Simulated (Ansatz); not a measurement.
Planning a run of Ansatz 0.2.0 on Diamond (I4_1/amd, 2 atoms a cell). The input:

```yaml
crystal:
  lattice:
    - [0.0, 1.8547048, 1.78337]
    - [1.8547048, 0.0, 1.78337]
    - [1.8547048, 1.8547048, 0.0]
  atoms:
    - { symbol: C, position: [0.0, 0.0, 0.0] }
    - { symbol: C, position: [0.25, 0.25, 0.25] }
kpoints:
  mp_grid: { grid: [8, 8, 8] }
hamiltonian:
  xc: pbe
  pseudopotentials: { kind: paw, azcp: { folder: soft_1 } }
scf:
  occupations: { method: fixed }
gw:
  n_empty_bands: 42
  ecut_chi: 140
  qp_bands: [v2, c2]
  qp_kpoints: band_edges
  screening: { model: contour_deformation }
```

```sh
ansatz run input.yaml --threads 3 --pin off --max-ram 92160MiB --backend cuda --events-out ev --progress --plain --runs-dir out --devices 1 --max-vram 13GiB
```

**Question.** How long will it take on 1 × NVIDIA H100 80GB HBM3 (shared by 6 runs) with 3 threads of AMD EPYC 7R13 (Zen 3), shared host, and how much memory?

It took 47 s; on shared hardware allow 23 s to 94 s. Peak host memory was 0.96 GiB. The sizes that set the cost: 257 plane waves a state, 59 irreducible k points, 46 bands summed, 59 plane waves in the screening and 5 SCF cycles.

The screening grows as filled bands × empty bands × pairs of k points, times the square of the screening basis for the matrix.

[Paths, hosts, dates, memory and timing lines, banners, echoed tables and standing remarks are left out of the program output.]

[Logs are printed without paths, hosts, clocks, repeated set-up lines and the standing remarks that a program may print on its own settings, such as how far it seeks lower states.]

[Runs of the session that timed out or met a known fault of the program may be left out.]

[Cells called generated may have been cut or substituted from an entry of the Crystallography Open Database or the Materials Project.]

[Hosts, paths, dates, database ids (printed as entryN), source tags and the programs' standing remarks are cut or masked in the printed files.]
